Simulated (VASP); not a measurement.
BAs: relaxation of cell and atoms with PBE

BAs:

```
CELL_PARAMETERS angstrom
0.00000 2.40823 2.40823
2.40823 0.00000 2.40823
2.40823 2.40823 0.00000
ATOMIC_POSITIONS crystal
B 0.00000 0.00000 0.00000
As 0.25000 0.25000 0.25000
```

| Property | Result |
| --- | --- |
| Program | VASP 6.6.1 |
| Task | relaxation of cell and atoms |
| Functional | PBE |
| Potentials or basis | VASP PAW PBE potentials, release 64 (B, As) |
| Cutoff | 520 eV |
| k mesh | 12 × 12 × 12 |
| Occupations | gaussian, width 0.02 eV |
| Spin | no spin polarisation |
| Further INCAR settings | ALGO = Normal; EDIFF = 1e-07; IBRION = 2; EDIFFG = -0.002; NSW = 80; ISIF = 3 |

| Quantity | Value |
| --- | --- |
| Pressure after relaxing | 0.0 GPa |
| Band gap on the k mesh | 1.21 eV, indirect (least direct gap 3.25 eV) |

Final structure:
```xyz
2
Lattice="0.0000 2.4082 2.4082 2.4082 0.0000 2.4082 2.4082 2.4082 0.0000" Properties=species:S:1:pos:R:3 pbc="T T T"
B     0.0000    0.0000    0.0000
As    1.2041    1.2041    1.2041
```

Levels at points of the mesh, in eV from the valence-band top:
```tsv
k point	band 1	band 2	band 3	band 4	band 5	band 6	band 7	band 8
(0.00, 0.00, 0.00)	-15.18	0.00	0.00	0.00	3.25	3.25	3.25	4.38
(0.50, 0.00, 0.00)	-12.40	-8.61	-1.78	-1.78	2.55	4.75	4.75	8.82
(0.50, 0.50, 0.00)	-11.12	-8.39	-3.98	-3.98	1.46	1.46	11.13	11.13
```

It took 14 s on 1 thread of Intel(R) Xeon(R) Platinum 8488C (Sapphire Rapids), on a shared host, peak memory 0.16 GiB.

Caveat: the relaxation stopped at its first step, so nothing moved. Expect the measured gap to be larger: semilocal functionals such as PBE lack the derivative discontinuity.
